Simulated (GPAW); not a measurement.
Runs of GPAW 26.7.0 on AlN. It takes space group F-43m (No. 216, cubic). Conventional cell: a = 4.368 Å, b = 4.368 Å, c = 4.368 Å, α = 90.00°, β = 90.00°, γ = 90.00°. Around Al (site symmetry -43m) lie 4 N at 1.89 Å. N (site symmetry -43m) is surrounded by 4 Al at 1.89 Å. Measurements of this composition are mostly on another form, of space group No. 186.

```csv
task,level,potentials or basis,k mesh,cutoff (eV),smearing,response ecut,response k mesh,response bands,kernels,coarser k mesh,gap on the mesh (eV)
dielectric tensor,PBEsol,"PAW data sets generated in the run's folder for this functional, pw",8 × 8 × 8,550,fermi-dirac 0.001 eV,80 eV,26 × 26 × 26,24,["RPA"],26 × 26 × 26,3.16
dielectric tensor,AM05,"PAW data sets generated in the run's folder for this functional, pw",8 × 8 × 8,550,fermi-dirac 0.001 eV,80 eV,26 × 26 × 26,24,["RPA"],26 × 26 × 26,3.16
dielectric tensor,LDA,"the program's PAW data sets (release 1.2.1) made for this functional, pw",8 × 8 × 8,550,fermi-dirac 0.001 eV,80 eV,26 × 26 × 26,24,["RPA"],26 × 26 × 26,(a)
electron localisation function,PW91,"PAW data sets generated in the run's folder for this functional, pw",6 × 6 × 6,680,fermi-dirac 0.01 eV,-,-,-,-,-,3.35
```

Alike in all rows: no spin polarisation; cell as given.

Q: Estimate the missing entries.

A: (a) 3.22.

Caveats: the long-wavelength limit can be off by a per cent or two (some runs).

A k mesh can miss the band edges.

Runs at the PBE level aren't shown here.
